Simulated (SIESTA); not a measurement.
## SnO2 (Cassiterite) in SIESTA: the effect of pseudo set

The system is SnO2 (Cassiterite).

```
Sn O
1.0
     4.73800    0.00000    0.00000
     0.00000    4.73800    0.00000
     0.00000    0.00000    3.18650
Sn O
2 4
Direct
  0.50000 0.50000 0.50000
  0.00000 0.00000 0.00000
  0.80710 0.19290 0.50000
  0.69290 0.69290 0.00000
  0.19290 0.80710 0.50000
  0.30710 0.30710 0.00000
```

Alike in all runs:

| Item | Value |
| --- | --- |
| Program | SIESTA 5.4.2 |
| Task | single point |
| Functional | PBE |
| Basis | DZP (energy shift 0.003 Ry; two zetas on semicore shells) |
| Grid cutoff | 800 Ry |
| Energy shift | 0.003 Ry |
| k mesh | 6 × 6 × 8 |
| Occupations | fermi-dirac, width 0.05 eV |
| Spin | no spin polarisation |

| pseudo set | gap on the mesh (eV) | pressure (GPa) | largest force (eV/Å) |
| --- | --- | --- | --- |
| PseudoDojo 0.4 standard | 1.02 | 17.8 | 0.29 |
| PseudoDojo 0.4 stringent | ? | ? | ? |
| PseudoDojo 0.5 standard | 1.02 | 17.8 | 0.29 |
| SG15 1.2 | 0.97 | 19.7 | 0.33 |
| SPMS 1.0 | 0.93 | 18.5 | 0.28 |
| Ansatz NC | 1.00 | 19.1 | 0.29 |

**Question.** What does the run with pseudo set PseudoDojo 0.4 stringent give?

**Answer.** gap on the mesh 1.37 eV; pressure 12.6 GPa; largest force 0.20 eV/Å.

Caveats: spin-orbit coupling is left out, which moves the levels of the heavy elements; the basis of atomic orbitals isn't converged, which shifts pressures, moduli and gaps; short orbitals over semicore shells can move pressures by several GPa (some runs); the valence orbitals were made in a potential fitted to the semicore shell under them, which widens gaps by tenths of an eV or more (some runs).

A k mesh can miss the band edges.

The runs don't all hold the same shells in valence.
